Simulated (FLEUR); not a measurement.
# In (Im-3m) in FLEUR: further runs

One crystal, In, is run at these levels: PBEsol; tasks: single point.

Everything below comes from runs of FLEUR MaX-R8.1 (later development tree). Logs are shortened: lines on timing, memory, paths and dates and some standing lists are left out, and cuts for length are marked.

**1. The undisturbed crystal**

The structure is cubic, space group Im-3m (No. 229). The conventional cell has a = 3.765 Å, b = 3.765 Å, c = 3.765 Å, α = 90.00°, β = 90.00°, γ = 90.00°. In (site symmetry m-3m) has 8 In at 3.26 Å as nearest neighbours.

**2. Single point, PBEsol, 25.62 Å³/atom (strain component 3 = -0.04)**

File inp.xml:

```xml
<?xml version="1.0" encoding="UTF-8" standalone="no"?>
<fleurInput fleurInputVersion="0.39">
   <comment>
      In                                                                                                  
   </comment>
   <calculationSetup>
      <cutoffs Kmax="4.1" Gmax="12.7" GmaxXC="12.7" numbands="0"/>
      <scfLoop itmax="60" minDistance="0.00001" maxIterBroyd="15" imix="Anderson" alpha="0.05" precondParam="0.0" spinf="2.0" sdNocoIR="T"/>
      <coreElectrons ctail="T" frcor="F" kcrel="0" coretail_lmax="0"/>
      <xcFunctional name="PBEs" relativisticCorrections="F"/>
      <magnetism jspins="1"/>
      <soc l_soc="F" theta="0.0" phi="0.0" spav="F"/>
      <expertModes spex="0" secvar="F"/>
      <geometryOptimization l_f="T" forcealpha="1.0" forcemix="BFGS" epsdisp="0.0005" epsforce="0.0002"/>
      <ldaU l_linMix="F" mixParam="0.05" spinf="1.0"/>
   </calculationSetup>
   <cell>
      <bzIntegration valenceElectrons="21.0" mode="hist" fermiSmearingEnergy="0.00183747">
         <kPointListSelection listName="default-1"/>
         <!-- k-points included here -->
         <xi:include xmlns:xi="http://www.w3.org/2001/XInclude" href="kpts.xml"> </xi:include>
      </bzIntegration>
      <!-- symmetry operations included here -->
      <xi:include xmlns:xi="http://www.w3.org/2001/XInclude" href="sym.xml"> </xi:include>
      <bulkLattice scale="1.0">
         <bravaisMatrix>
            <row-1>   -3.5574571262468848     3.5574571262468848     3.4151588411970093</row-1>
            <row-2>    3.5574571262468848    -3.5574571262468848     3.4151588411970093</row-2>
            <row-3>    3.5574571262468848     3.5574571262468848    -3.4151588411970093</row-3>
         </bravaisMatrix>
      </bulkLattice>
   </cell>
   <atomSpecies>
      <species name="Indium (In)" element="In" atomicNumber="49">
         <mtSphere radius="2.66" gridPoints="879" logIncrement="0.015"/>
         <atomicCutoffs lmax="10" lnonsphr="10"/>
         <electronConfig flipSpins="F">
            <coreConfig>(1s1/2) (2s1/2) (2p1/2) (2p3/2) (3s1/2) (3p1/2) (3p3/2) (3d3/2) (3d5/2)</coreConfig>
            <valenceConfig>(4s1/2) (4p1/2) (4p3/2) (5s1/2) (4d3/2) (4d5/2) (5p1/2) (5p3/2)</valenceConfig>
            <stateOccupation state="(5p1/2)" spinUp="0.166667" spinDown="0.166667"/>
            <stateOccupation state="(5p3/2)" spinUp="0.333333" spinDown="0.333333"/>
         </electronConfig>
         <energyParameters s="5" p="5" d="4" f="4"/>
         <lo type="SCLO" l="0" n="4" eDeriv="0"/>
         <lo type="SCLO" l="1" n="4" eDeriv="0"/>
         <lo type="SCLO" l="1" n="4" eDeriv="1"/>
         <lo type="SCLO" l="2" n="4" eDeriv="2"/>
         <lo type="SCLO" l="3" n="4" eDeriv="2"/>
      </species>
   </atomSpecies>
   <atomGroups>
      <atomGroup species="Indium (In)">
         <relPos label="                   1">.0000000000 .0000000000 .0000000000</relPos>
         <force calculate="T" relaxXYZ="TTT"/>
      </atomGroup>
   </atomGroups>
   <output dos="F" band="F" slice="F">
      <checks vchk="F" cdinf="F"/>
      <bandDOS minEnergy="-.5*Htr" maxEnergy="0.5*Htr" sigma="0.015" storeEVData="T"/>
      <vacuumDOS vacdos="F" integ="F" star="F" nstars="0" locx1="0.0" locy1="0.0" locx2="0.0" locy2="0.0" nstm="0" tworkf="0.0"/>
      <unfoldingBand unfoldBand="F" supercellX="1" supercellY="1" supercellZ="1"/>
      <plotting iplot="0" polar="F">
         <plot TwoD="T" vec1="  1.0  0.0  0.0" vec2="  0.0  1.0  0.0" vec3="  0.0  0.0  1.0" zero="  0.0  0.0  0.0" file="plot"/>
      </plotting>
      <chargeDensitySlicing numkpt="0" minEigenval="0.0" maxEigenval="0.0" nnne="0" pallst="F"/>
      <specialOutput eonly="F"/>
      <moessbauerParams electricFieldGradient="T" isomerShift="T" coreHyperfine="T" valenceHyperfine="T"/>
      <magneticCircularDichroism mcd="F" energyLo="-10.0" energyUp="0.0"/>
   </output>
  <!-- We include the file relax.xml here to enable relaxations (see documentation) -->
  <xi:include xmlns:xi="http://www.w3.org/2001/XInclude" href="relax.xml"> <xi:fallback/> </xi:include>
</fleurInput>
```

File crystal.txt:

```
In
&input cartesian=F /
-1.8825252400  1.8825252400  1.8072242304
1.8825252400  -1.8825252400  1.8072242304
1.8825252400  1.8825252400  -1.8072242304
1.8897261246
1.0 1.0 1.0

1
49 0.0000000000  0.0000000000  0.0000000000

&kpt div1=8 div2=8 div3=8 gamma=T /
```

Potentials or basis: all-electron, FLAPW.

On the command line:

```sh
> inpgen -f crystal.txt -profile fastHighL
> # inp.xml edited to the form shown
> fleur_MPI
```

The log of the run:

```text
Welcome to FLEUR        (www.flapw.de)
      MaX-Release 8.1          (www.max-centre.eu)

 ========== k-point set info ==========
 Selected k-point list: default-1
 k-point list type: mesh
 8 x 8 x 8
 Number of k points: 59

 ------------Calculation Setup---------------------------
 Number of MPI-tasks      :            1
 Number of PE/node        :            1
 Number of OMP-threads    :            1
 Most efficient MPI parallelization for:
           1          59
 Additional eigenvalue parallelization possible
 Number of basis functions:          255
 Approximate size of matrices (H+S) per k-point:         0.001 GB
 --------------------------------------------------------
 Iteration:     1   Distance:       4.32167460 me/bohr^3
 Iteration:     2   Distance:       3.99808958 me/bohr^3
 Iteration:     3   Distance:       1.84738679 me/bohr^3
 Iteration:     4   Distance:       0.18212141 me/bohr^3
 Iteration:     5   Distance:       0.18704061 me/bohr^3
 Iteration:     6   Distance:       0.04065747 me/bohr^3
 Iteration:     7   Distance:       0.01060797 me/bohr^3
 Iteration:     8   Distance:       0.00208944 me/bohr^3
 Iteration:     9   Distance:       0.00023777 me/bohr^3
 Iteration:    10   Distance:       0.00015319 me/bohr^3
 Iteration:    11   Distance:       0.00001568 me/bohr^3
 Iteration:    12   Distance:       0.00000361 me/bohr^3

 ********************************************************************
 Run finished successfully
 Stop message:
   Structural relaxation: Done
 ********************************************************************
```

out.xml (last iteration):

```text
<iteration numberForCurrentRun="   13" overallNumber="   13">
         <energyParameters units="Htr">
            <atomicEP atomType="1" spin="1" branch="5s" branchLowest="-3.98" branchHighest="0.84" value="0.0613814764"/>
            <atomicEP atomType="1" spin="1" branch="5p" branchLowest="-2.45" branchHighest="1.44" value="0.2536448572"/>
            <atomicEP atomType="1" spin="1" branch="4d" branchLowest="-15.47" branchHighest="-0.22" value="-0.2592385361"/>
            <atomicEP atomType="1" spin="1" branch="4f" branchLowest="-9.99" branchHighest="1.91" value="0.5904175046"/>
            <loAtomicEP atomType="1" spin="1" branch="4s" branchLowest="-28.52" branchHighest="-3.98" value="-3.9765472226"/>
            <loAtomicEP atomType="1" spin="1" branch="4p" branchLowest="-23.41" branchHighest="-2.45" value="-2.4591309108"/>
            <loAtomicEP atomType="1" spin="1" branch="4p" branchLowest="-23.41" branchHighest="-2.45" value="-2.4591309108"/>
            <loAtomicEP atomType="1" spin="1" branch="4d" branchLowest="-15.47" branchHighest="-0.22" value="-0.2697294770"/>
            <loAtomicEP atomType="1" spin="1" branch="4f" branchLowest="-9.99" branchHighest="1.91" value="0.5904196189"/>
         </energyParameters>
         <eigenvalues>
            <eigenvaluesAt spin="1" ikpt="1" k_x="0.00000000" k_y="0.00000000" k_z="0.00000000">
                      -3.9765674810       -2.4517596565       -2.4517315986       -2.4517315986       -0.2788731702
                      -0.2775345842       -0.2775345842       -0.2679227989       -0.2665547521       -0.0972503377
                       0.6678056972        0.6678056972        0.6859153576        0.7362529699        0.7362529699
                       0.7529637743        0.8017574367
            </eigenvaluesAt>
            <eigenvaluesAt spin="1" ikpt="2" k_x="0.00000000" k_y="0.00000000" k_z="0.12500000">
                      -3.9765643735       -2.4517819728       -2.4517786024       -2.4517294632       -0.2782157337
                      -0.2781203188       -0.2751572531       -0.2686069712       -0.2667177569       -0.0840345013
                       0.5482324630        0.6346830492        0.6498771279        0.7071262404        0.7211334481
                       0.7233811642        0.8255251667
            </eigenvaluesAt>
            <eigenvaluesAt spin="1" ikpt="3" k_x="0.00000000" k_y="0.00000000" k_z="0.25000000">
                      -3.9765568536       -2.4519035426       -2.4518244749       -2.4517243631       -0.2795310095
                      -0.2776094111       -0.2695982724       -0.2692693376       -0.2670967554       -0.0436822691
                       0.3874179367        0.5630949699        0.6003383819        0.6798453817        0.6838293576
[... 20 lines left out ...]
            <state n="1" l="0" j="0.5" energy="-1018.3667583874" weight="1.0000000000"/>
            <state n="2" l="0" j="0.5" energy="-152.0996873036" weight="1.0000000000"/>
            <state n="2" l="1" j="0.5" energy="-141.8346813641" weight="1.0000000000"/>
            <state n="2" l="1" j="1.5" energy="-134.0911226517" weight="2.0000000000"/>
            <state n="3" l="0" j="0.5" energy="-28.5219389551" weight="1.0000000000"/>
            <state n="3" l="1" j="0.5" energy="-24.3792961026" weight="1.0000000000"/>
            <state n="3" l="1" j="1.5" energy="-22.9805674119" weight="2.0000000000"/>
            <state n="3" l="2" j="1.5" energy="-15.6475511231" weight="2.0000000000"/>
            <state n="3" l="2" j="2.5" energy="-15.3608434413" weight="3.0000000000"/>
         </coreStates>
         <allElectronCharges>
            <spinDependentCharge spin="1" total="49.0000000" interstitial="1.5539117" mtSpheres="47.4460883"/>
            <totalCharge value="48.9999999998"/>
         </allElectronCharges>
         <moessbauerParams unitsHFF="kG" unitsIS="e/bohr^3" unitsEFG="Htr/bohr^2">
            <coreIsomerShift atomType="1" isTotal="176714.41517">
               <shell n="1" l="0" isomerShift="154759.21426"/>
               <shell n="2" l="0" isomerShift="17993.20398"/>
               <shell n="2" l="1" isomerShift="413.73568"/>
               <shell n="3" l="0" isomerShift="3462.46515"/>
               <shell n="3" l="1" isomerShift="85.79608"/>
               <shell n="3" l="2" isomerShift="0.00001"/>
            </coreIsomerShift>
            <isomerShift atomType="1" nucleusRadius="0.0001148" averageDensity="177454.40559"/>
            <electricFieldGradient atomType="1" VXX="-0.03614" VYY="-0.03614" VZZ="0.07227" asymParam="0.00000">
            </electricFieldGradient>
         </moessbauerParams>
         <totalEnergy                                    value="    -5880.5975362544" units="Htr">
            <sumOfEigenvalues                            value="    -3538.4812064856">
               <coreElectrons value="-3513.4467496199"/>
               <valenceElectrons value="-25.0344568657"/>
            </sumOfEigenvalues>
            <densityCoulombPotentialIntegral value="-9509.4145684139"/>
            <densityEffectivePotentialIntegral value="-9716.2517328668"/>
            <chargeDenXCDenIntegral value="-157.3345983737"/>
            <FockExchangeEnergyValence value="0.0000000000"/>
            <FockExchangeEnergyCore value="0.0000000000"/>
            <atomTypeDependentContributions atomType="1">
               <electronNucleiInteractionDifferentMTs value="7126.0235069208"/>
               <MadelungTerm value="-20.3026731341"/>
            </atomTypeDependentContributions>
            <tkbTimesEntropy value="0.0002145790"/>
            <freeEnergy value="-5880.5977508334"/>
            <extrapolationTo0K value="-5880.5976435439"/>
         </totalEnergy>
         <totalForcesOnRepresentativeAtoms units="Htr/bohr">
            <forceTotal atomType="1" x="0.000000" y="0.000000" z="0.000000" F_x="0.00000000" F_y="0.00000000" F_z="0.00000000"/>
         </totalForcesOnRepresentativeAtoms>
      </iteration>
```

It took 34 s on 1 thread of Intel Xeon Platinum 8488C (Sapphire Rapids), shared host; peak memory 0.07 GiB.

What came out:

| Item | Value |
| --- | --- |
| Free energy | -160019.2168 eV |
| Band gap on the k mesh | none (metal or under the smearing width) |
| Valence electrons inside the program's atomic spheres | In 19.45 (radii In 2.66 bohr) |

**3. Single point, PBEsol, 26.15 Å³/atom (strain component 3 = -0.02)**

inp.xml: that of step 2 with these lines changed.

```diff
@@ -26,5 +26,5 @@
          <bravaisMatrix>
-            <row-1>   -3.5574571262468848     3.5574571262468848     3.4151588411970093</row-1>
-            <row-2>    3.5574571262468848    -3.5574571262468848     3.4151588411970093</row-2>
-            <row-3>    3.5574571262468848     3.5574571262468848    -3.4151588411970093</row-3>
+            <row-1>   -3.5574571262468848     3.5574571262468848     3.4863079837219466</row-1>
+            <row-2>    3.5574571262468848    -3.5574571262468848     3.4863079837219466</row-2>
+            <row-3>    3.5574571262468848     3.5574571262468848    -3.4863079837219466</row-3>
          </bravaisMatrix>
```

File crystal.txt:

```
In
&input cartesian=F /
-1.8825252400  1.8825252400  1.8448747352
1.8825252400  -1.8825252400  1.8448747352
1.8825252400  1.8825252400  -1.8448747352
1.8897261246
1.0 1.0 1.0

1
49 0.0000000000  0.0000000000  0.0000000000

&kpt div1=8 div2=8 div3=8 gamma=T /
```

Potentials or basis: all-electron, FLAPW.

On the command line:

```sh
> inpgen -f crystal.txt -profile fastHighL
> # inp.xml edited to the form shown
> fleur_MPI
```

It took 34 s on 1 thread of Intel Xeon Platinum 8488C (Sapphire Rapids), shared host; peak memory 0.07 GiB.

Results (log left out):

```yaml
Free_energy: -160019.2122 eV
Band_gap_on_the_k_mesh: none (metal or under the smearing width)
Valence_electrons_inside_the_program's_atomic_spheres: In 19.43 (radii In 2.66 bohr)
```
